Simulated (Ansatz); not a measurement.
# SrO (Fm-3m) in Ansatz: equation of state

Aim: energy against volume of SrO in PBE, for its equilibrium volume and stiffness.

All numbers are computed with Ansatz 0.2.0; they aren't measurements. Logs are shortened: lines on timing, memory, paths and dates and some standing lists are left out, and cuts for length are marked.

**1. The crystal as given**

It takes space group Fm-3m (No. 225, cubic). The conventional cell has a = 5.133 Å, b = 5.133 Å, c = 5.133 Å, α = 90.00°, β = 90.00°, γ = 90.00°. Sr (site symmetry m-3m) has 6 O at 2.57 Å as nearest neighbours. Around O (site symmetry m-3m) lie 6 Sr at 2.57 Å.

**2. Single point, PBE, 15.89 Å³/atom (volume scaled by 0.94)**

The input, input.yaml:

```yaml
crystal:
  lattice:
    - [0.0, 2.5139118308, 2.5139118308]
    - [2.5139118308, 0.0, 2.5139118308]
    - [2.5139118308, 2.5139118308, 0.0]
  atoms:
    - { symbol: Sr, position: [0.5, 0.5, 0.5] }
    - { symbol: O, position: [0.0, 0.0, 0.0] }
hamiltonian:
  xc: pbe
  pseudopotentials: { kind: paw }
kpoints:
  mp_grid: { grid: [9, 9, 9] }
scf:
  occupations: { method: fermi_dirac, width: 0.05 }
output:
  forces: true
  stress: true
  eigenvalues: true
```

Potentials or basis: Ansatz PAW.

Command:

```sh
ansatz run input.yaml --threads 1 --pin off --max-ram 2560MiB --backend cpu --events-out ev --progress --plain --runs-dir out
```

The program printed:

```text
Warning: RAYON_NUM_THREADS=1 ignored (pool sized by the plan → 1); use --threads N
Engine: ansatz 0.2.0, aarch64-unknown-linux-gnu
Pseudopotentials: kind: paw
Pseudopotential: Sr, paw, valence charge 10, recommended cutoff 420 eV (normal), Sr.paw.azcp
Pseudopotential: O, paw, valence charge 6, recommended cutoff 420 eV (normal), O.paw.azcp
Functional definition: PBE
  parameter kappa = 0.804
  parameter beta = 0.06672455060314922
  exchange = pbe_x(kappa = kappa, mu = beta*pi^2/3)
  correlation = pbe_c(beta = beta)
Crystal: 2 atoms, lattice volume = 31.775 Å³
Basis set: ecut = 420 eV, 609 PW (Γ), exchange–correlation on 48×48×48 points (8 copies of the dense FFT grid, shifted against one another)
Bands: 12, of which v1, the nominal top of the filled ones, is band 8 counted from 1 (7 counted from 0)
Symmetry: 48 space group operations
Space group: Fm-3m (ITA 225), of the structure as read, at distance tolerance 3.2e-5 Å
k-points: 35 of 729
Non-local potential: Sr, projectors of the file, l = 0: 3, l = 1: 2, l = 2: 2
Non-local potential: O, projectors of the file, l = 0: 2, l = 1: 2, l = 2: 1
PAW form: soft (Blöchl's): semilocal exchange-correlation on the pseudo side does not see the compensation charge
PAW one-centre angular grid: Sr, 110 points (default); XC on 64 Gauss nodes
PAW one-centre angular grid: O, 110 points (default); XC on 64 Gauss nodes
Initial density: superposition of atomic densities (neutral atoms: chi_scale 0, normalization atom), corrected by the library's trained network
Initial wavefunctions: pseudopotential atomic-orbital guess
Functional: x = pbe(κ = 0.804, μ = 0.2195149727645171), c = pbe(β = 0.06672455060314922)
SCF iter   1: F=—  HF=-4114.531678 eV  |F-HF|=—  |Δ(HF+E_count)|=         —  Δρ=4.42e-4  dr2=1.55e-5  ethr=1.77e-3  ⟨swp⟩=8.3  Hψ=3354  notcnv=0
preconditioner: auto → none  [insulator: Δε(μ)=3.320 eV  Ē_g=16.476 eV  σ=0.050 eV  W_gap=1.00  n_scr=8 (ndim 8)  ℏωp=24.6 eV  f_vac=0.000  D(μ)=0.00/eV (n_scr^D=0)  ε∞_Penn≈3.2]
SCF iter   2: F=—  HF=-4114.532128 eV  |F-HF|=—  |Δ(HF+E_count)|=   4.50e-4  Δρ=5.05e-4  dr2=8.13e-5  ethr=9.66e-8  ⟨swp⟩=3.8  Hψ=1328  notcnv=0
SCF iter   3: F=—  HF=-4114.532149 eV  |F-HF|=—  |Δ(HF+E_count)|=   2.03e-5  Δρ=1.62e-4  dr2=5.18e-6  ethr=9.66e-8  ⟨swp⟩=2.6  Hψ=673  notcnv=0
SCF iter   4: F=—  HF=-4114.532166 eV  |F-HF|=—  |Δ(HF+E_count)|=   1.71e-5  Δρ=7.15e-5  dr2=1.07e-6  ethr=3.24e-8  ⟨swp⟩=2.7  Hψ=643  notcnv=0
SCF iter   5: F=—  HF=-4114.532166 eV  |F-HF|=—  |Δ(HF+E_count)|=   4.84e-7  Δρ=2.48e-5  dr2=1.59e-7  ethr=6.70e-9  ⟨swp⟩=2.3  Hψ=512  notcnv=0
SCF iter   6: F=-4114.532166 eV  HF=-4114.532166 eV  |F-HF|=1.80e-8  |Δ(HF+E_count)|=   1.26e-8  Δρ=8.32e-6  dr2=2.12e-8  ethr=6.25e-10  ⟨swp⟩=5.9  Hψ=1829  notcnv=0
SCF 1 converged in 6 iterations: F = -4114.532166 eV  dr2 = 2.12e-8
SCF converged after 6 iterations
Free energy (F): -4114.532166 eV
Harris-Foulkes:  -4114.532166 eV  (|F-HF|=1.80e-8)
Internal energy: -4114.532166 eV  (E = F + TS)
E sigma→0 (E₀):  -4114.532166 eV
Fermi energy:    10.399910 eV
--- Per-component energies (eV) ---
  E_band       = -44.013731
  E_kinetic    = 426.000591
  E_local      = -832.111702  (includes V_loc(G=0)·N_el)
  E_nonlocal   = 250.551339
  E_hartree    = 224.063987
  E_xc         = -250.299843
  E_vxc        = -260.423305  (∫ρ·V_xc dr)
  E_paw        = -2852.571345  (= ΣΔE_a)
  E_vpaw       = -76.158566  (= ΣTr[D̂ρ^β])
  E_aug_tail   = 0.002452  (compensation charges beyond the density's cutoff)
  E_ewald      = -1080.167645
  E_smearing   = -0.000000  (= −TS)
  E_closure    = 0.000000  (closes the sum)
  Σ components = -4114.532166   (vs F -4114.532166, Δ=0.00e0)
--- Forces (eV/Å), atoms counted from 1 ---
  atom   1  Sr    -0.00000000     0.00000000    -0.00000000
  atom   2  O     -0.00000000     0.00000000    -0.00000000
  max |Σ_I F_I| component: 4.08e-30 eV/Å
--- Stress (GPa, compression-positive) ---
       10.341458       0.000000      -0.000000
       -0.000000      10.341458      -0.000000
       -0.000000      -0.000000      10.341458
  P = ⅓ Tr σ = 10.3415 GPa (103.415 kbar)
--- Band table (eV; the first three rows and the last of 35) ---
  k-point 0: bands = ["-23.3734", "-6.4376", "-4.9313", "-4.9313", "-4.9313", "8.7037", "8.7037", "8.7037", "13.2203", "15.1137", "15.1137", "15.1137"]
  k-point 1: bands = ["-23.3520", "-6.7373", "-4.9425", "-4.9425", "-4.6827", "8.3268", "8.5286", "8.5286", "13.8005", "14.9725", "15.3721", "15.3721"]
  k-point 2: bands = ["-23.2974", "-7.2875", "-4.9707", "-4.9707", "-4.2628", "7.5700", "8.1283", "8.1283", "14.8758", "15.1438", "16.0948", "16.0948"]
  k-point 34: bands = ["-23.1346", "-7.2370", "-5.7025", "-5.6866", "-4.3723", "7.4918", "8.2485", "8.3781", "14.4510", "15.5575", "17.9496", "20.1315"]
```

Run time: 0.97 s. Hardware: 1 thread of Arm Neoverse V1, shared host; peak memory 0.26 GiB.

Results:

```yaml
Free_energy: -4114.5322 eV
Pressure: 10.3 GPa
Band_gap_on_the_k_mesh: 3.33 eV, indirect (least direct gap 3.36 eV)
```

Caveat: odd divisions of the mesh miss points on the zone boundary, where band edges often lie, so the gap on the mesh can be too wide; the pressure holds a Pulay correction of +0.4 GPa for the finite cutoff.

**3. Single point, PBE, 16.23 Å³/atom (volume scaled by 0.96)**

Changes to input.yaml since step 2:

```diff
@@ -2,5 +2,5 @@
   lattice:
-    - [0.0, 2.5139118308, 2.5139118308]
-    - [2.5139118308, 0.0, 2.5139118308]
-    - [2.5139118308, 2.5139118308, 0.0]
+    - [0.0, 2.5316160185, 2.5316160185]
+    - [2.5316160185, 0.0, 2.5316160185]
+    - [2.5316160185, 2.5316160185, 0.0]
   atoms:
```

Potentials or basis: Ansatz PAW.

Command:

```sh
ansatz run input.yaml --threads 1 --pin off --max-ram 2560MiB --backend cpu --events-out ev --progress --plain --runs-dir out
```

Run time: 0.99 s. Hardware: 1 thread of Arm Neoverse V1, shared host; peak memory 0.26 GiB.

Results (log left out):

| Quantity | Value |
| --- | --- |
| Free energy | -4114.5702 eV |
| Pressure | 7.7 GPa |
| Band gap on the k mesh | 3.35 eV, indirect (least direct gap 3.40 eV) |

Caveat: odd divisions of the mesh miss points on the zone boundary, where band edges often lie, so the gap on the mesh can be too wide; the pressure holds a Pulay correction of +0.4 GPa for the finite cutoff.

**4. Single point, PBE, 16.56 Å³/atom (volume scaled by 0.98)**

Changes to input.yaml since step 3:

```diff
@@ -2,5 +2,5 @@
   lattice:
-    - [0.0, 2.5316160185, 2.5316160185]
-    - [2.5316160185, 0.0, 2.5316160185]
-    - [2.5316160185, 2.5316160185, 0.0]
+    - [0.0, 2.5490759911, 2.5490759911]
+    - [2.5490759911, 0.0, 2.5490759911]
+    - [2.5490759911, 2.5490759911, 0.0]
   atoms:
@@ -19 +19,5 @@
   eigenvalues: true
+  write_density: true
+  write_potential: true
+  elf: true
+  volumetric_format: npy
```

Command:

```sh
ansatz run input.yaml --threads 1 --pin off --max-ram 2560MiB --backend cpu --events-out ev --progress --plain --runs-dir out
```

Run time: 1.3 s. Hardware: 1 thread of Arm Neoverse V1, shared host; peak memory 0.27 GiB.

It converged, with:

```yaml
Free_energy: -4114.5979 eV
Pressure: 5.4 GPa
Band_gap_on_the_k_mesh: 3.36 eV, indirect (least direct gap 3.43 eV)
```

Caveat: odd divisions of the mesh miss points on the zone boundary, where band edges often lie, so the gap on the mesh can be too wide; the pressure holds a Pulay correction of +0.4 GPa for the finite cutoff.

**5. Single point, PBE, 16.90 Å³/atom**

The input, input.yaml:

```yaml
crystal:
  lattice:
    - [0.0, 2.5663, 2.5663]
    - [2.5663, 0.0, 2.5663]
    - [2.5663, 2.5663, 0.0]
  atoms:
    - { symbol: Sr, position: [0.5, 0.5, 0.5] }
    - { symbol: O, position: [0.0, 0.0, 0.0] }
hamiltonian:
  xc: pbe
  pseudopotentials: { kind: paw }
kpoints:
  mp_grid: { grid: [9, 9, 9] }
scf:
  occupations: { method: fermi_dirac, width: 0.05 }
output:
  forces: true
  stress: true
  eigenvalues: true
```

Command:

```sh
ansatz run input.yaml --threads 1 --pin off --max-ram 2560MiB --backend cpu --events-out ev --progress --plain --runs-dir out
```

Wall time 1.1 s (1 thread of Arm Neoverse V1, shared host); peak memory 0.27 GiB.

The run converged. Its results:

```
Free energy            : -4114.6162 eV
Pressure               : 3.3 GPa
Band gap on the k mesh : 3.37 eV, indirect (least direct gap 3.45 eV)
```

Caveat: odd divisions of the mesh miss points on the zone boundary, where band edges often lie, so the gap on the mesh can be too wide; the pressure holds a Pulay correction of +0.4 GPa for the finite cutoff.

**6. Single point, PBE, 17.24 Å³/atom (volume scaled by 1.02)**

Changes to input.yaml since step 5:

```diff
@@ -2,5 +2,5 @@
   lattice:
-    - [0.0, 2.5663, 2.5663]
-    - [2.5663, 0.0, 2.5663]
-    - [2.5663, 2.5663, 0.0]
+    - [0.0, 2.5832958595, 2.5832958595]
+    - [2.5832958595, 0.0, 2.5832958595]
+    - [2.5832958595, 2.5832958595, 0.0]
   atoms:
```

Potentials or basis: Ansatz PAW.

Command:

```sh
ansatz run input.yaml --threads 1 --pin off --max-ram 2560MiB --backend cpu --events-out ev --progress --plain --runs-dir out
```

Run time: 1 s. Hardware: 1 thread of Arm Neoverse V1, shared host; peak memory 0.27 GiB.

Results (log left out):

| Item | Value |
| --- | --- |
| Free energy | -4114.6262 eV |
| Pressure | 1.4 GPa |
| Band gap on the k mesh | 3.38 eV, indirect (least direct gap 3.47 eV) |

Caveat: odd divisions of the mesh miss points on the zone boundary, where band edges often lie, so the gap on the mesh can be too wide; the pressure holds a Pulay correction of +0.4 GPa for the finite cutoff.

**7. Single point, PBE, 17.58 Å³/atom (volume scaled by 1.04)**

Changes to input.yaml since step 6:

```diff
@@ -2,5 +2,5 @@
   lattice:
-    - [0.0, 2.5832958595, 2.5832958595]
-    - [2.5832958595, 0.0, 2.5832958595]
-    - [2.5832958595, 2.5832958595, 0.0]
+    - [0.0, 2.600070978, 2.600070978]
+    - [2.600070978, 0.0, 2.600070978]
+    - [2.600070978, 2.600070978, 0.0]
   atoms:
```

Potentials or basis: Ansatz PAW.

Command:

```sh
ansatz run input.yaml --threads 1 --pin off --max-ram 2560MiB --backend cpu --events-out ev --progress --plain --runs-dir out
```

The program printed:

```text
Warning: RAYON_NUM_THREADS=1 ignored (pool sized by the plan → 1); use --threads N
Engine: ansatz 0.2.0, aarch64-unknown-linux-gnu
Pseudopotentials: kind: paw
Pseudopotential: Sr, paw, valence charge 10, recommended cutoff 420 eV (normal), Sr.paw.azcp
Pseudopotential: O, paw, valence charge 6, recommended cutoff 420 eV (normal), O.paw.azcp
Functional definition: PBE
  parameter kappa = 0.804
  parameter beta = 0.06672455060314922
  exchange = pbe_x(kappa = kappa, mu = beta*pi^2/3)
  correlation = pbe_c(beta = beta)
Crystal: 2 atoms, lattice volume = 35.155 Å³
Basis set: ecut = 420 eV, 701 PW (Γ), exchange–correlation on 50×50×50 points (8 copies of the dense FFT grid, shifted against one another)
Bands: 12, of which v1, the nominal top of the filled ones, is band 8 counted from 1 (7 counted from 0)
Symmetry: 48 space group operations
Space group: Fm-3m (ITA 225), of the structure as read, at distance tolerance 3.3e-5 Å
k-points: 35 of 729
Non-local potential: Sr, projectors of the file, l = 0: 3, l = 1: 2, l = 2: 2
Non-local potential: O, projectors of the file, l = 0: 2, l = 1: 2, l = 2: 1
PAW form: soft (Blöchl's): semilocal exchange-correlation on the pseudo side does not see the compensation charge
PAW one-centre angular grid: Sr, 110 points (default); XC on 64 Gauss nodes
PAW one-centre angular grid: O, 110 points (default); XC on 64 Gauss nodes
Initial density: superposition of atomic densities (neutral atoms: chi_scale 0, normalization atom), corrected by the library's trained network
Initial wavefunctions: pseudopotential atomic-orbital guess
Functional: x = pbe(κ = 0.804, μ = 0.2195149727645171), c = pbe(β = 0.06672455060314922)
SCF iter   1: F=—  HF=-4114.627627 eV  |F-HF|=—  |Δ(HF+E_count)|=         —  Δρ=3.66e-4  dr2=8.97e-6  ethr=1.77e-3  ⟨swp⟩=8.3  Hψ=3261  notcnv=0
preconditioner: auto → none  [insulator: Δε(μ)=3.373 eV  Ē_g=16.056 eV  σ=0.050 eV  W_gap=1.00  n_scr=8 (ndim 8)  ℏωp=23.4 eV  f_vac=0.000  D(μ)=0.00/eV (n_scr^D=0)  ε∞_Penn≈3.1]
SCF iter   2: F=—  HF=-4114.628683 eV  |F-HF|=—  |Δ(HF+E_count)|=   1.06e-3  Δρ=4.02e-4  dr2=6.15e-5  ethr=5.60e-8  ⟨swp⟩=4.4  Hψ=1464  notcnv=0
SCF iter   3: F=—  HF=-4114.628716 eV  |F-HF|=—  |Δ(HF+E_count)|=   3.27e-5  Δρ=1.38e-4  dr2=3.90e-6  ethr=5.60e-8  ⟨swp⟩=2.7  Hψ=762  notcnv=0
SCF iter   4: F=—  HF=-4114.628736 eV  |F-HF|=—  |Δ(HF+E_count)|=   1.97e-5  Δρ=5.44e-5  dr2=6.34e-7  ethr=2.44e-8  ⟨swp⟩=3.0  Hψ=667  notcnv=0
SCF iter   5: F=—  HF=-4114.628737 eV  |F-HF|=—  |Δ(HF+E_count)|=   8.52e-7  Δρ=2.28e-5  dr2=1.82e-7  ethr=3.96e-9  ⟨swp⟩=2.2  Hψ=609  notcnv=0
SCF iter   6: F=-4114.628737 eV  HF=-4114.628737 eV  |F-HF|=2.89e-8  |Δ(HF+E_count)|=   1.29e-9  Δρ=8.90e-6  dr2=3.29e-8  ethr=6.25e-10  ⟨swp⟩=6.0  Hψ=1901  notcnv=0
SCF 1 converged in 6 iterations: F = -4114.628737 eV  dr2 = 3.29e-8
SCF converged after 6 iterations
Free energy (F): -4114.628737 eV
Harris-Foulkes:  -4114.628737 eV  (|F-HF|=2.89e-8)
Internal energy: -4114.628737 eV  (E = F + TS)
E sigma→0 (E₀):  -4114.628737 eV
Fermi energy:    9.285141 eV
--- Per-component energies (eV) ---
  E_band       = -64.514740
  E_kinetic    = 422.027586
  E_local      = -879.948720  (includes V_loc(G=0)·N_el)
  E_nonlocal   = 250.042495
  E_hartree    = 238.974207
  E_xc         = -249.088699
  E_vxc        = -258.777487  (∫ρ·V_xc dr)
  E_paw        = -2852.264095  (= ΣΔE_a)
  E_vpaw       = -75.807030  (= ΣTr[D̂ρ^β])
  E_aug_tail   = 0.002372  (compensation charges beyond the density's cutoff)
  E_ewald      = -1044.373883
  E_smearing   = -0.000000  (= −TS)
  E_closure    = -0.000000  (closes the sum)
  Σ components = -4114.628737   (vs F -4114.628737, Δ=0.00e0)
--- Forces (eV/Å), atoms counted from 1 ---
  atom   1  Sr    -0.00000000     0.00000000    -0.00000000
  atom   2  O     -0.00000000     0.00000000     0.00000000
  max |Σ_I F_I| component: 4.14e-30 eV/Å
--- Stress (GPa, compression-positive) ---
       -0.248647       0.000000      -0.000000
        0.000000      -0.248647       0.000000
        0.000000       0.000000      -0.248647
  P = ⅓ Tr σ = -0.2486 GPa (-2.486 kbar)
--- Band table (eV; the first three rows and the last of 35) ---
  k-point 0: bands = ["-24.8554", "-7.4480", "-6.5276", "-6.5276", "-6.5276", "7.5735", "7.5735", "7.5735", "11.3428", "13.7559", "13.7559", "13.7559"]
  k-point 1: bands = ["-24.8417", "-7.7491", "-6.5366", "-6.5366", "-6.2616", "7.2153", "7.4289", "7.4289", "11.8965", "13.6212", "13.9867", "13.9867"]
  k-point 2: bands = ["-24.8067", "-8.2389", "-6.5592", "-6.5592", "-5.8609", "6.5168", "7.0935", "7.0935", "13.1353", "13.5318", "14.6294", "14.6294"]
  k-point 34: bands = ["-24.7027", "-8.1702", "-7.0775", "-7.0734", "-5.9496", "6.4956", "7.0298", "7.1503", "13.0952", "14.0611", "16.0348", "18.1987"]
```

Wall time 1.2 s (1 thread of Arm Neoverse V1, shared host); peak memory 0.27 GiB.

Results:

```
Free energy            : -4114.6287 eV
Pressure               : -0.2 GPa
Band gap on the k mesh : 3.38 eV, indirect (least direct gap 3.49 eV)
```

Caveat: odd divisions of the mesh miss points on the zone boundary, where band edges often lie, so the gap on the mesh can be too wide; the pressure holds a Pulay correction of +0.3 GPa for the finite cutoff.

**8. Single point, PBE, 17.92 Å³/atom (volume scaled by 1.06)**

Changes to input.yaml since step 7:

```diff
@@ -2,5 +2,5 @@
   lattice:
-    - [0.0, 2.600070978, 2.600070978]
-    - [2.600070978, 0.0, 2.600070978]
-    - [2.600070978, 2.600070978, 0.0]
+    - [0.0, 2.6166323862, 2.6166323862]
+    - [2.6166323862, 0.0, 2.6166323862]
+    - [2.6166323862, 2.6166323862, 0.0]
   atoms:
```

Command:

```sh
ansatz run input.yaml --threads 1 --pin off --max-ram 2560MiB --backend cpu --events-out ev --progress --plain --runs-dir out
```

Wall time 1.2 s (1 thread of Arm Neoverse V1, shared host); peak memory 0.27 GiB.

Results (log left out):

```
Free energy            : -4114.6244 eV
Pressure               : -1.8 GPa
Band gap on the k mesh : 3.39 eV, indirect (least direct gap 3.50 eV)
```

Caveat: odd divisions of the mesh miss points on the zone boundary, where band edges often lie, so the gap on the mesh can be too wide; the pressure holds a Pulay correction of +0.3 GPa for the finite cutoff.

**9. Equation of state, PBE**

Potentials or basis: Ansatz PAW.

No new run: the results of the series are fitted here.

What came out:

```
Equilibrium volume                      : 17.53 Å³/atom
Bulk modulus                            : 85 GPa
Pressure derivative of the bulk modulus : 4.4
```

Energy against volume, from the lowest point:
| volume (Å³/atom) | energy (meV/atom) |
| --- | --- |
| 15.887 | 48.29 |
| 16.225 | 29.26 |
| 16.563 | 15.44 |
| 16.901 | 6.27 |
| 17.239 | 1.25 |
| 17.577 | 0.00 |
| 17.915 | 2.19 |
